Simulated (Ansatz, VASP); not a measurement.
# Cu in VASP and in Ansatz

```
Cu
1.0
    -1.52311    1.52311    1.23478
     1.52311   -1.52311    1.23478
     1.52311    1.52311   -1.23478
Cu
1
Direct
  0.00000 0.00000 0.00000
```

Alike in both runs: task single point; functional PBE; k mesh 26 × 26 × 26; occupations gaussian, width 0.15 eV; no spin polarisation.

|  | VASP | Ansatz |
| --- | --- | --- |
| version | VASP 6.6.1 | Ansatz 0.2.0 |
| potentials or method | VASP PAW PBE potentials, release 64 (Cu) | scalar-relativistic, plane waves, PAW |
| plane-wave cutoff (eV) | 520 | 420 |
| valence electrons in the cell | 11 | 19 |

VASP gave:

* gap on the k mesh at the Fermi level (eV): none
* pressure (GPa): 9.8
* largest component of the traceless stress (GPa): 7.31

Question: What did Ansatz give for the same quantities?

Answer: gap on the k mesh at the Fermi level (eV): none; pressure (GPa): 9.3; largest component of the traceless stress (GPa): 7.28.

A gap of «none» marks a metal or a gap that the smearing closes. The two sets of potentials don't hold the same shells in valence.
